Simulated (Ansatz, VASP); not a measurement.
**Two plane-wave programs on SrTiO3**

```
Sr Ti O
1.0
     3.93644    0.00000    0.00000
     0.00000    3.93644    0.00000
     0.00000    0.00000    3.93644
Sr Ti O
1 1 3
Direct
  0.00000 0.00000 0.00000
  0.50000 0.50000 0.50000
  0.50000 0.00000 0.50000
  0.50000 0.50000 0.00000
  0.00000 0.50000 0.50000
```

Alike in both runs: task single point; functional PBE; k mesh 6 × 6 × 6; occupations gaussian, width 0.02 eV; no spin polarisation.

```csv
,VASP,Ansatz
version,VASP 6.6.1,Ansatz 0.2.0
potentials or method,"VASP PAW PBE potentials, release 64 (Sr_sv, Ti_sv, O)","scalar-relativistic, plane waves, PAW"
plane-wave cutoff (eV),520,420
valence electrons in the cell,40,40
```

|  | VASP | Ansatz | Ansatz less VASP |
| --- | --- | --- | --- |
| gap on the k mesh at the Fermi level (eV) | 1.81 | 1.84 | +0.031 |
| least direct gap on the mesh (eV) | 2.18 | 2.20 | +0.021 |
| pressure (GPa) | 0.7 | 0.0 | -0.65 |

A k mesh can miss the band edges. A hybrid or GW would open this gap; PBE tends to underestimate it.
